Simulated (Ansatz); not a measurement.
# TaS2: the cost of one run

Program: Ansatz 0.2.0. Level of theory: DFT LDA+U (U_eff = 4 eV on Ta d, around-mean-field double counting), plane waves, PAW, no spin–orbit coupling unless a run says so. These are calculated values, not measurements.

### 1 The structure to begin with

It takes space group P-3m1 (No. 164, trigonal). The conventional cell has a = 3.350 Å, b = 3.350 Å, c = 5.860 Å, α = 90.00°, β = 90.00°, γ = 120.00°. Ta (site symmetry -3m) is surrounded by 6 S at 2.43 Å. Around S (site symmetry 3m) lie 3 Ta at 2.43 Å.

Coordinates:

```
CELL_PARAMETERS angstrom
3.35000 0.00000 0.00000
-1.67500 2.90119 0.00000
0.00000 0.00000 5.86000
ATOMIC_POSITIONS crystal
Ta 0.00000 0.00000 0.00000
S 0.33333 0.66667 0.25000
S 0.66667 0.33333 0.75000
```

Magnetic order typed: ferromagnetic.

An earlier series on this cell reached its lowest free state from «random orbitals: single harmonics, first filling», perhaps among other starts.

### 2 Random orbitals: single harmonics, second filling

Contents of input.yaml:

```yaml
crystal:
  lattice:
    - [3.3500014, 0.0, 0.0]
    - [-1.6750007, 2.90118631, 0.0]
    - [0.0, 0.0, 5.85999874]
  atoms:
    - { symbol: Ta, position: [0.0, 0.0, 0.0], spin: 1.0, spin_axis: [0.707107, 0.707107, 0.0] }
    - { symbol: S, position: [0.3333333333, 0.6666666667, 0.25] }
    - { symbol: S, position: [0.6666666667, 0.3333333333, 0.75] }
basis:
  ecutwfc: 420
  ecutrho_ratio: 4
kpoints:
  mp_grid: { grid: [7, 7, 3] }
hamiltonian:
  xc: lda
  hubbard:
    sites:
      - { site: 0, l: d, u_eff: 4.0, starting_ns: [{ occupation_matrix: s0 }] }
    double_counting: amf
    occupation_matrices:
      s0:
        spinor_matrix:
          - [[0.02, 0.0], [0.0, 0.0], [0.0, 0.0], [0.0, 0.0], [0.0, 0.0], [0.0, 0.0], [0.0, 0.0], [0.0, 0.0], [0.0, 0.0], [0.0, 0.0]]
          - [[0.0, 0.0], [0.02, 0.0], [0.0, 0.0], [0.0, 0.0], [0.0, 0.0], [0.0, 0.0], [0.0, 0.0], [0.0, 0.0], [0.0, 0.0], [0.0, 0.0]]
          - [[0.0, 0.0], [0.0, 0.0], [0.02, 0.0], [0.0, 0.0], [0.0, 0.0], [0.0, 0.0], [0.0, 0.0], [0.0, 0.0], [0.0, 0.0], [0.0, 0.0]]
          - [[0.0, 0.0], [0.0, 0.0], [0.0, 0.0], [0.02, 0.0], [0.0, 0.0], [0.0, 0.0], [0.0, 0.0], [0.0, 0.0], [0.0, 0.0], [0.0, 0.0]]
          - [[0.0, 0.0], [0.0, 0.0], [0.0, 0.0], [0.0, 0.0], [0.495, 0.0], [0.0, 0.0], [0.0, 0.0], [0.0, 0.0], [0.0, 0.0], [0.33588, -0.33588]]
          - [[0.0, 0.0], [0.0, 0.0], [0.0, 0.0], [0.0, 0.0], [0.0, 0.0], [0.02, 0.0], [0.0, 0.0], [0.0, 0.0], [0.0, 0.0], [0.0, 0.0]]
          - [[0.0, 0.0], [0.0, 0.0], [0.0, 0.0], [0.0, 0.0], [0.0, 0.0], [0.0, 0.0], [0.02, 0.0], [0.0, 0.0], [0.0, 0.0], [0.0, 0.0]]
          - [[0.0, 0.0], [0.0, 0.0], [0.0, 0.0], [0.0, 0.0], [0.0, 0.0], [0.0, 0.0], [0.0, 0.0], [0.02, 0.0], [0.0, 0.0], [0.0, 0.0]]
          - [[0.0, 0.0], [0.0, 0.0], [0.0, 0.0], [0.0, 0.0], [0.0, 0.0], [0.0, 0.0], [0.0, 0.0], [0.0, 0.0], [0.02, 0.0], [0.0, 0.0]]
          - [[0.0, 0.0], [0.0, 0.0], [0.0, 0.0], [0.0, 0.0], [0.33588, 0.33588], [0.0, 0.0], [0.0, 0.0], [0.0, 0.0], [0.0, 0.0], [0.495, 0.0]]
    ns_hold: { iters: 12 }
scf:
  occupations: { method: gaussian, width: 0.05 }
  lower_state_search: "off"
  max_iter: 150
output:
  forces: true
  stress: true
  eigenvalues: true
  populations: true
  hubbard: { sites: [{ site: 0, l: d }] }
magnetization:
  noncollinear: true
  spin_orbit: true
```

The typed matrices are held for 12 cycles. This run includes spin–orbit coupling.

Started as:

```console
> ansatz run input.yaml --threads 4 --pin off --max-ram 6144MiB --backend cpu --events-out ev --progress --plain --runs-dir out
```

What time and memory should one allow on 4 threads of Arm Neoverse N1, shared host?

About 3.5 min, with a peak of 1.1 GiB.
